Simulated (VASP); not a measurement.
# La2O (P-3m1) in VASP: notebook, part 2 of 2

VASP 6.6.1. The steps go on from the part before.

**3. Relaxation of cell and atoms, PBE (species swapped into the LaHg2 type (P-3m1, No. 164))**

File INCAR:

```
SYSTEM = La2O
  PREC = Accurate
  ENCUT = 600
  EDIFF = 1E-6
  ISMEAR = 0
  SIGMA = 0.1
  LREAL = .FALSE.
  LASPH = .TRUE.
  NELM = 100
  ALGO = Normal
  ISIF = 3
  LWAVE = .FALSE.
  LCHARG = .FALSE.
  GGA = PE
  IBRION = 2
  NSW = 90
  EDIFFG = -0.04
```

File KPOINTS:

```
Automatic mesh
0
G
  6 6 6
  0 0 0
```

File POSCAR:

```
La2O
1.0
    4.6707433300      0.0000000000      0.0000000000
   -2.3353716700      4.0449823800      0.0000000000
    0.0000000000      0.0000000000      3.4371398300
La O
2 1
Direct
    0.3333333300      0.6666666700      0.4499999900
    0.6666666700      0.3333333300      0.5500000100
    0.0000000000      0.0000000000      0.0000000000
```

Potentials or basis: VASP PAW PBE potentials, release 64 (La, O).

Launch:

```
$ cat potpaw_PBE.64/La/POTCAR potpaw_PBE.64/O/POTCAR > POTCAR
$ mpirun -np 1 vasp_std > vasp.out
```

OUTCAR:

```text
SYSTEM = La2O
   PREC = Accurate
   ENCUT = 600
   EDIFF = 1E-6
   ISMEAR = 0
   LREAL = .FALSE.
   LASPH = .TRUE.
   NELM = 100
   ISIF = 3
   GGA = PE
   IBRION = 2
   NSW = 90
   EDIFFG = -0.04

 ion  position               nearest neighbor table
   1  0.333  0.667  0.450-   2 2.72   2 2.72   2 2.72
   2  0.667  0.333  0.550-   1 2.72   1 2.72   1 2.72
   3  0.000  0.000  0.000-

  LATTYP: Found a hexagonal cell.
 ALAT       =     4.6707433300
 C/A-ratio  =     0.7358871141

  Lattice vectors:

 A1 = (   4.6707433300,   0.0000000000,   0.0000000000)
 A2 = (  -2.3353716700,   4.0449823800,   0.0000000000)
 A3 = (   0.0000000000,   0.0000000000,   3.4371398300)

Analysis of symmetry for initial positions (statically):
=====================================================================
[... 186 lines left out ...]
  in kB      116.3244154    116.3244155    -95.1442944     -0.0000001     -0.0000000     -0.0000000
  external PRESSURE =      45.8348455 kB  Pullay stress =       0.0000000 kB
[... 1119 lines left out ...]
     17       9.5045      0.00000
     18       9.9470      0.00000

 [... further k-points ...]

[... ionic steps 4 to 22 ...]

--------------------------------------- Ionic step       23  -------------------------------------------

 number of electron      27.9999980 magnetization

------------------------ aborting loop because EDIFF is reached ----------------------------------------
[... 69 lines left out ...]
--------------------------------------- Ionic step       25  -------------------------------------------

 number of electron      27.9999986 magnetization

 Free energy of the ion-electron system (eV)
  ---------------------------------------------------
  ext. energy  EPLUGINS =         0.00000000
  ---------------------------------------------------
  free energy    TOTEN  =       -19.26014509 eV

  energy without entropy =      -19.24223269  energy(sigma->0) =      -19.25118889

 E-fermi :   9.0983     XC(G=0): -10.3035

 val. band max:        9.0821622750   @ k =   0.3333  -0.0000   0.1667
 cond. band min:       9.1069816318   @ k =   0.3333  -0.0000   0.3333
 fundamental gap:      0.0248193567
 Fermi energy:         9.0983498998
[... 534 lines left out ...]
  FREE ENERGIE OF THE ION-ELECTRON SYSTEM (eV)
  ---------------------------------------------------
  free  energy   TOTEN  =       -19.2601450861 eV

  energy  without entropy=      -19.2422326912  energy(sigma->0) =      -19.25118889

 reached required accuracy - stopping structural energy minimisation
```

OSZICAR:

```text
N       E                     dE             d eps       ncg     rms          rms(c)
DAV:   1     0.312165051103E+03    0.31217E+03   -0.11291E+04  1248   0.260E+03
DAV:   2     0.584096911491E+02   -0.25376E+03   -0.25001E+03  1856   0.388E+02
[... 284 lines left out ...]
DAV:   1    -0.192643697304E+02   -0.53661E-02   -0.54310E-01  2254   0.148E+01    0.400E-01
DAV:   2    -0.192613495882E+02    0.30201E-02   -0.17434E-02  2210   0.136E+00    0.213E-01
DAV:   3    -0.192601276887E+02    0.12219E-02   -0.41531E-03  2408   0.870E-01    0.538E-02
DAV:   4    -0.192601369782E+02   -0.92895E-05   -0.26831E-04  2360   0.151E-01    0.294E-02
DAV:   5    -0.192601417851E+02   -0.48068E-05   -0.33769E-05  2022   0.444E-02    0.156E-02
DAV:   6    -0.192601448823E+02   -0.30973E-05   -0.73567E-06  1612   0.314E-02    0.305E-03
DAV:   7    -0.192601450861E+02   -0.20373E-06   -0.63791E-07   934   0.206E-02
  25 F= -.19260145E+02 E0= -.19251189E+02  d E =-.560912E-02
```

It took 19 min on 1 thread of Intel Xeon Platinum 8488C (Sapphire Rapids), shared host; peak memory 0.24 GiB.

Results:

```yaml
Free_energy: -19.2601 eV
Relaxed_volume: 23.56 Å³/atom
Relaxed_cell: a = 3.917 Å, b = 3.917 Å, c = 5.320 Å, α = 90.00°, β = 90.00°, γ = 120.00°
Space_group_after_relaxing_to_0.05_Å: P-3m1 (No. 164)
Energy_gained_by_relaxing: 1650.8 meV/atom
Ionic_steps: 25
Pressure_after_relaxing: 0.0 GPa
Largest_force_after_relaxing: 0.034 eV/Å
Band_gap_on_the_k_mesh: none (metal or under the smearing width)
```

Forces on the atoms (eV/Å):
```
La   0.000  0.000  0.034
La   0.000  0.000 -0.034
O    0.000  0.000  0.000
```

Step by step:
| step | energy change (eV) | largest force (eV/Å) | pressure (GPa) | volume (Å³) |
| --- | --- | --- | --- | --- |
| 1 | 0.0000 | 1.5156 | 4.58 | 64.94 |
| 2 | -0.3834 | 0.6915 | -4.62 | 70.50 |
| 3 | -0.4123 | 0.8898 | -3.42 | 69.21 |
| 4 | -0.5440 | 0.9493 | -0.82 | 65.49 |
| 5 | -0.5843 | 1.1097 | 3.33 | 61.49 |
| 6 | -0.6477 | 1.1936 | 4.14 | 60.75 |
| 7 | -0.8416 | 1.2818 | 6.92 | 58.58 |
| 8 | -1.1122 | 0.8222 | 14.00 | 54.38 |
| 9 | -1.2031 | 0.6654 | 13.85 | 54.34 |
| 10 | -1.4390 | 0.2661 | 13.51 | 54.21 |
| 11 | -1.6591 | 0.6236 | 15.88 | 53.87 |
| 12 | -1.8334 | 0.4772 | 13.11 | 55.22 |
| 13 | -2.2068 | 0.0879 | 5.85 | 59.39 |
| 14 | -2.5390 | 0.6147 | -1.41 | 68.22 |
| 15 | -2.2162 | 1.5139 | -8.84 | 88.00 |
| 16 | -2.5635 | 1.0241 | -4.95 | 74.48 |
| 17 | -2.9607 | 1.1241 | -5.78 | 75.39 |
| 18 | -4.0548 | 0.9453 | -6.50 | 76.84 |
| 19 | -4.7433 | 0.2675 | -4.47 | 74.74 |
| 20 | -4.8017 | 0.5204 | -5.42 | 76.45 |
| 21 | -4.8510 | 0.4662 | -5.21 | 76.17 |
| 22 | -4.9265 | 0.3997 | 2.79 | 68.77 |
| 23 | -4.9468 | 0.1003 | -0.09 | 70.96 |
| 24 | -4.9512 | 0.0623 | -0.04 | 70.81 |
| 25 | -4.9524 | 0.0343 | 0.00 | 70.68 |

Final structure:
```cif
data_structure
_symmetry_space_group_name_H-M 'P 1'
_symmetry_Int_Tables_number 1
_cell_length_a 3.9168
_cell_length_b 3.9168
_cell_length_c 5.3203
_cell_angle_alpha 90.000
_cell_angle_beta 90.000
_cell_angle_gamma 120.000
_cell_volume 70.68
loop_
_atom_site_label
_atom_site_type_symbol
_atom_site_fract_x
_atom_site_fract_y
_atom_site_fract_z
_atom_site_occupancy
La1 La 0.33333 0.66667 0.22987 1
La2 La 0.66667 0.33333 0.77013 1
O1 O 0.00000 0.00000 0.00000 1
```

The run has no spin-orbit coupling, so splittings on La are missing.

**4. Single point, PBE (species swapped into the LaHg2 type (P-3m1, No. 164))**

File INCAR:

```
ALGO     = Normal         # electronic algorithm
EDIFF    = 1E-6           # SCF threshold, eV
ENCUT    = 520            # plane-wave cutoff, eV
GGA      = PE             # functional
ISIF     = 2              # what is computed and relaxed
ISMEAR   = 0              # smearing method
LASPH    = T              # aspherical terms in the spheres
LCHARG   = F              # write CHGCAR
LREAL    = F              # projectors in reciprocal space
LWAVE    = F              # write WAVECAR
NBANDS   = 21             # bands
NELM     = 100            # most SCF steps
PREC     = Accurate       # precision mode
SIGMA    = 0.1            # smearing width, eV
```

File KPOINTS:

```
k-points
0
Gamma
  6 6 6
```

POSCAR is that of step 3.

Launch:

```
$ cat potpaw_PBE.64/La/POTCAR potpaw_PBE.64/O/POTCAR > POTCAR
$ mpirun -np 1 vasp_std > vasp.out
```

It took 60 s on 1 thread of Intel Xeon Platinum 8488C (Sapphire Rapids), shared host; peak memory 0.21 GiB.

It converged, with:

* Free energy: -14.3055 eV
* Pressure: 4.6 GPa
* Largest force: 1.516 eV/Å
* Band gap on the k mesh: none (metal or under the smearing width)

Forces on the atoms (eV/Å):
```
La   0.000  0.000 -1.516
La   0.000  0.000  1.516
O    0.000  0.000  0.000
```

Stress tensor (GPa, compression positive):
```
11.67  0.00  0.00
 0.00 11.67  0.00
 0.00  0.00 -9.48
```

Levels at points of the mesh, in eV from the Fermi level:
```
           k point  band 10  band 11  band 12  band 13  band 14  band 15  band 16  band 17  band 18  band 19
(0.00, 0.00, 0.00)    -2.99    -2.99    -2.09    -1.96     0.79     1.07     1.07     1.26     1.43     1.48
(0.50, 0.00, 0.00)    -3.67    -3.34    -2.36    -1.25    -0.54    -0.51     0.14     0.93     1.56     1.66
(0.00, 0.00, 0.50)    -3.86    -3.29    -3.29    -1.80    -1.80     1.31     1.32     1.84     2.11     2.11
(0.50, 0.00, 0.50)    -3.98    -3.82    -2.88    -0.76    -0.35    -0.32     0.29     1.61     1.71     1.76
```

Caveat: forces of over 1 eV/Å show positions far from the minimum, so gaps and moduli don't describe the material at rest.
